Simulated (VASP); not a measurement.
Crystal: Na2S.

```
Na S
1.0
     0.00000    3.25164    3.25164
     3.25164    0.00000    3.25164
     3.25164    3.25164    0.00000
Na S
2 1
Cartesian
  1.6258 1.6258 1.6258
  4.8775 4.8775 4.8775
  3.2516 3.2516 0.0000
```

The cell comes from a database or a generator and needn't be the stable form of this composition.

Base run:

| Item | Value |
| --- | --- |
| Program | VASP 6.6.1 |
| Functional | PBEsol |
| Potentials or basis | VASP PAW PBE potentials, release 64 (Na_pv, S) |
| Cutoff | 700 eV |
| k mesh | 8 × 8 × 8 |
| Occupations | gaussian, width 0.02 eV |
| Spin | no spin polarisation |

Its results: band gap on the k mesh 2.42 eV, direct; pressure 0.0 GPa.

Task: After a change of settings the same cell gave: band gap on the k mesh 3.13 eV, direct; pressure 0.0 GPa. Which change was it?
A. potentials or basis from VASP PAW PBE potentials, release 64 (Na_pv, S) to VASP PAW PBE potentials, release 64 (Na_pv, S_h); cutoff from 700 eV to 900 eV
B. cutoff from 700 eV to 520 eV; k mesh from 8 × 8 × 8 to 12 × 12 × 12
C. cutoff from 700 eV to 520 eV; occupations from gaussian, width 0.02 eV to gaussian, width 0.5 eV
D. functional from PBEsol to r2SCAN; cutoff from 700 eV to 520 eV

Result: D.

r2SCAN gives the wider gap, since meta-GGAs in the generalised Kohn-Sham scheme recover part of the derivative discontinuity.

Caveats: the PAW data sets were made with another functional, which shifts forces and pressure a little.
